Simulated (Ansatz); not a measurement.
Cu:

```
Cu
1.0
     1.21846   -3.97638    0.00000
     1.21846    3.97638    0.00000
     0.00000    0.00000    2.47550
Cu
2
Direct
  0.86613 0.13387 0.75000
  0.13387 0.86613 0.25000
```

This isn't the form of Cu at room conditions, which is fcc.

```yaml
Program: Ansatz 0.2.0
Task: single point
Functional: PBEsol
Potentials_or_basis: Ansatz PAW
Cutoff: "420 eV (not typed: the program's choice for these potentials)"
k_mesh: 11 × 11 × 11
Occupations: fermi-dirac, width 0.05 eV
Spin: no spin polarisation
```

On this cell: pressure -1.5 GPa; largest force 0.005 eV/Å; band gap on the k mesh none (metal or under the smearing width).

The same run follows on a disturbed copy (atoms moved at random, drawn with an rms of 0.05 Å):

```
CELL_PARAMETERS angstrom
1.21846 -3.97638 0.00000
1.21846 3.97638 0.00000
0.00000 0.00000 2.47550
ATOMIC_POSITIONS crystal
Cu 0.87112 0.13331 0.73992
Cu 0.13504 0.88518 0.24696
```

What does the disturbed cell give?

The energy (extrapolated to zero smearing) moves by +17.2 meV/atom; pressure -1.4 GPa; largest force 0.737 eV/Å; band gap on the k mesh none (metal or under the smearing width).

Forces in eV/Å, atoms in the order of the input:
```
Cu   0.005  0.735  0.052
Cu  -0.005 -0.735 -0.052
```

Stress tensor (GPa, compression positive):
```
-3.19 -0.51  0.00
-0.51 -0.27  0.17
 0.00  0.17 -0.78
```

Caveats: the PAW data sets come from PBE, with cores solved anew for the run's functional, which leaves a small shift of forces and pressure.
